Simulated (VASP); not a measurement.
# SrVO3 (Pm-3m) in VASP: single point with PBE

Aim: the single point of SrVO3 with PBE.

Program: VASP 6.6.1. These are calculated values, not measurements. Logs are shortened: lines on timing, memory, paths and dates and some standing lists are left out, and cuts for length are marked.

**1. The crystal as given**

Symmetry: Pm-3m, No. 221, cubic system. Conventional cell: a = 3.841 Å, b = 3.841 Å, c = 3.841 Å, α = 90.00°, β = 90.00°, γ = 90.00°. Sr (site symmetry m-3m) is surrounded by 12 O at 2.72 Å. V (site symmetry m-3m) has 6 O at 1.92 Å as nearest neighbours. O (site symmetry 4/mmm) is surrounded by 2 V at 1.92 Å.

**2. Single point, PBE, collinear spin, ferromagnetic start**

File INCAR:

```
SYSTEM = SrVO3
ALGO = Fast
EDIFF = 1E-7
ENCUT = 520
GGA = PE
ISIF = 2
ISMEAR = -1
ISPIN = 2
LASPH = .True.
LCHARG = .False.
LMAXMIX = 4
LORBIT = 11
LREAL = .False.
LWAVE = .False.
MAGMOM = 0 3.5 0 0 0
NELM = 150
PREC = Accurate
SIGMA = 0.05
```

File KPOINTS:

```
k-points
0
Gamma
  7 7 7
  0 0 0
```

File POSCAR:

```
SrVO3
1.0
    3.8409000000      0.0000000000      0.0000000000
    0.0000000000      3.8409000000      0.0000000000
    0.0000000000      0.0000000000      3.8409000000
Sr V O
1 1 3
Direct
    0.5000000000      0.5000000000      0.5000000000
    0.0000000000      0.0000000000      0.0000000000
    0.0000000000      0.0000000000      0.5000000000
    0.0000000000      0.5000000000      0.0000000000
    0.5000000000      0.0000000000      0.0000000000
```

Potentials or basis: VASP PAW PBE potentials, release 64 (Sr_sv, V_sv, O).

The run is started by

```console
> cat potpaw_PBE.64/Sr_sv/POTCAR potpaw_PBE.64/V_sv/POTCAR potpaw_PBE.64/O/POTCAR > POTCAR
> mpirun -np 1 vasp_std > vasp.out
```

OUTCAR:

```text
SYSTEM = SrVO3
   EDIFF = 1E-7
   ENCUT = 520
   GGA = PE
   ISIF = 2
   ISMEAR = -1
   ISPIN = 2
   LASPH = .True.
   LORBIT = 11
   LREAL = .False.
   NELM = 150
   PREC = Accurate

 ion  position               nearest neighbor table
   1  0.500  0.500  0.500-   3 2.72   4 2.72   5 2.72   4 2.72   5 2.72   3 2.72   5 2.72   5 2.72
                             3 2.72   4 2.72   4 2.72   3 2.72   2 3.33   2 3.33   2 3.33   2 3.33
   2  0.000  0.000  0.000-   3 1.92   4 1.92   5 1.92   3 1.92   4 1.92   5 1.92   1 3.33   1 3.33
                             1 3.33   1 3.33   1 3.33   1 3.33   1 3.33   1 3.33
   3  0.000  0.000  0.500-   2 1.92   2 1.92   1 2.72   1 2.72   1 2.72   1 2.72
   4  0.000  0.500  0.000-   2 1.92   2 1.92   1 2.72   1 2.72   1 2.72   1 2.72
   5  0.500  0.000  0.000-   2 1.92   2 1.92   1 2.72   1 2.72   1 2.72   1 2.72

  LATTYP: Found a simple cubic cell.
 ALAT       =     3.8409000000

  Lattice vectors:

 A1 = (   3.8409000000,   0.0000000000,   0.0000000000)
 A2 = (   0.0000000000,   3.8409000000,   0.0000000000)
 A3 = (   0.0000000000,   0.0000000000,   3.8409000000)

Analysis of symmetry for initial positions (statically):
=====================================================================
 Subroutine PRICEL returns:
 Original cell was already a primitive cell.

 Routine SETGRP: Setting up the symmetry group for a
 simple cubic supercell.

 Subroutine GETGRP returns: Found 48 space group operations
 (whereof 48 operations were pure point group operations)
 out of a pool of 48 trial point group operations.

The static configuration has the point symmetry O_h .

Analysis of symmetry for dynamics (positions and initial velocities):
=====================================================================
 Subroutine PRICEL returns:
 Original cell was already a primitive cell.

 Routine SETGRP: Setting up the symmetry group for a
 simple cubic supercell.

 Subroutine GETGRP returns: Found 48 space group operations
 (whereof 48 operations were pure point group operations)
 out of a pool of 48 trial point group operations.

The dynamic configuration has the point symmetry O_h .

Analysis of structural, dynamic, and magnetic symmetry:
=====================================================================
 Subroutine PRICEL returns:
 Original cell was already a primitive cell.

 Routine SETGRP: Setting up the symmetry group for a
 simple cubic supercell.

 Subroutine GETGRP returns: Found 48 space group operations
 (whereof 48 operations were pure point group operations)
 out of a pool of 48 trial point group operations.

[... 135 lines left out ...]
  volume of cell :       56.66
 maximum number of plane-waves:      1551
 NGX is ok and might be reduce to    30
   NGX = 15   NGY = 15   NGZ = 15

 number of electron      41.0000017 magnetization      -0.0000858

 number of electron      41.0000017 magnetization       0.0000475

 Free energy of the ion-electron system (eV)
  ---------------------------------------------------
  ext. energy  EPLUGINS =         0.00000000
  ---------------------------------------------------
  free energy    TOTEN  =       -39.29282785 eV

  energy without entropy =      -39.28105759  energy(sigma->0) =      -39.28694272

 E-fermi :   6.2177     XC(G=0): -11.5752

 val. band max:        6.1882354914   @ k =   0.4286   0.1429   0.1429
 cond. band min:       6.5988714205   @ k =   0.2857   0.2857   0.0000
 fundamental gap:      0.4106359290
 Fermi energy:         6.2176933156

 spin component 1

 k-point     1 :       0.0000    0.0000    0.0000
  band No.  band energies     occupation
      1     -59.5533      1.00000
      2     -33.3886      1.00000
      3     -33.3886      1.00000
      4     -33.3886      1.00000
      5     -28.2587      1.00000
      6     -13.4705      1.00000
[... 569 lines left out ...]
     25      11.7532      0.00000
     26      11.7568      0.00000
 Fermi energy:         6.2176933156

 spin component 2

 k-point     1 :       0.0000    0.0000    0.0000
  band No.  band energies     occupation
      1     -59.5532      1.00000
      2     -33.3886      1.00000
      3     -33.3886      1.00000
      4     -33.3886      1.00000
      5     -28.2587      1.00000
      6     -13.4705      1.00000
[... 569 lines left out ...]
     25      11.7754      0.00000
     26      11.7758      0.00000

------------------------ aborting loop because EDIFF is reached ----------------------------------------

  FORCE on cell =-STRESS in cart. coord.  units (eV):
  Direction    XX          YY          ZZ          XY          YZ          ZX
  --------------------------------------------------------------------------------------
  -------------------------------------------------------------------------------------
  Total        1.1554515      1.1554515      1.1554515     -0.0000000     -0.0000000     -0.0000000
  in kB       32.6710664     32.6710664     32.6710664     -0.0000000     -0.0000000     -0.0000000
  external PRESSURE =      32.6710664 kB  Pullay stress =       0.0000000 kB

 VOLUME and BASIS-vectors are now :
 -----------------------------------------------------------------------------
  energy-cutoff  :      520.00
  volume of cell :       56.66
      direct lattice vectors                 reciprocal lattice vectors
     3.840900000  0.000000000  0.000000000     0.260355646  0.000000000  0.000000000
     0.000000000  3.840900000  0.000000000     0.000000000  0.260355646  0.000000000
     0.000000000  0.000000000  3.840900000     0.000000000  0.000000000  0.260355646

 POSITION                                       TOTAL-FORCE (eV/Angst)
 -----------------------------------------------------------------------------------
      1.92045      1.92045      1.92045         0.000000      0.000000      0.000000
      0.00000      0.00000      0.00000         0.000000      0.000000      0.000000
      0.00000      0.00000      1.92045         0.000000      0.000000      0.000000
      0.00000      1.92045      0.00000         0.000000      0.000000      0.000000
      1.92045      0.00000      0.00000         0.000000      0.000000      0.000000
 -----------------------------------------------------------------------------------
    total drift:                               -0.000000     -0.000000      0.000000

  FREE ENERGIE OF THE ION-ELECTRON SYSTEM (eV)
  ---------------------------------------------------
  free  energy   TOTEN  =       -39.2928278497 eV

  energy  without entropy=      -39.2810575881  energy(sigma->0) =      -39.28694272

 total charge

# of ion       s       p       d       tot
------------------------------------------
    1        2.000   5.803   0.219   8.021
    2        2.285   6.349   2.957  11.592
    3        1.565   3.482   0.000   5.047
    4        1.565   3.482   0.000   5.047
    5        1.565   3.482   0.000   5.047
--------------------------------------------------
tot          8.979  22.599   3.176  34.753

 magnetization (x)

# of ion       s       p       d       tot
------------------------------------------
    1       -0.000   0.000   0.000  -0.000
    2        0.000  -0.000   0.000   0.000
    3        0.000   0.000   0.000   0.000
    4        0.000   0.000   0.000   0.000
    5        0.000   0.000   0.000   0.000
--------------------------------------------------
tot         -0.000   0.000   0.000   0.000
```

OSZICAR:

```text
N       E                     dE             d eps       ncg     rms          rms(c)
DAV:   1     0.408530095413E+03    0.40853E+03   -0.22018E+04  2080   0.162E+03
DAV:   2    -0.204955275916E+02   -0.42903E+03   -0.41762E+03  2556   0.452E+02
DAV:   3    -0.473719310487E+02   -0.26876E+02   -0.26734E+02  2514   0.117E+02
[... 18 lines left out ...]
RMM:  22    -0.392928268187E+02   -0.39505E-06   -0.56305E-06  2683   0.732E-03    0.424E-03
RMM:  23    -0.392928273890E+02   -0.57027E-06   -0.33259E-06  2700   0.617E-03    0.172E-03
RMM:  24    -0.392928276768E+02   -0.28775E-06   -0.16902E-06  2235   0.414E-03    0.744E-04
RMM:  25    -0.392928277854E+02   -0.10862E-06   -0.10150E-06  2049   0.310E-03    0.724E-04
RMM:  26    -0.392928278497E+02   -0.64347E-07   -0.54365E-07  1740   0.241E-03
   1 F= -.39292828E+02 E0= -.39286943E+02  d E =-.117703E-01  mag=     0.0000
```

stdout:

```text
[... 29 lines left out ...]
 num prob  num prob  num prob  num prob  num prob  num prob  num prob  num prob  num prob  num prob  num prob  num prob  num prob  num prob  num prob  num prob  num prob  num prob  num prob  num prob  num prob WARNING in EDDRMM: call to ZHEGV failed, returncode =   6  3     15
 num prob  num prob  num prob  num prob  num prob  num prob  num prob  num prob  num prob  num prob  num prob  num prob  num prob  num prob  num prob  num prob  num prob  num prob  num prob  num prob  num prob  num prob  num prob  num prob  num prob  num prob  num prob  num prob  num prob  num prob  num prob  num prob  num prob  num prob  num prob  num prob  num prob  num prob  num prob  num prob  num prob  num prob  num prob  num prob  num prob  num prob  num prob  num prob  num prob  num prob RMM:  26    -0.392928278497E+02   -0.64347E-07   -0.54365E-07  1740   0.241E-03
```

Run time: 68 s. Hardware: 1 thread of AMD EPYC 9R45 (Zen 5), shared host; peak memory 0.19 GiB.

What came out:

```yaml
Free_energy: -39.2928 eV
Pressure: 3.3 GPa
Band_gap_on_the_k_mesh: none (metal or under the smearing width)
Net_moment: 0.00 μB per cell
Valence_electrons_inside_the_program's_atomic_spheres: Sr 8.02; V 11.59; O 5.05
```

Caveat: semilocal functionals often make such compounds metallic where correlation or magnetic order opens a gap, which also shifts bond lengths.
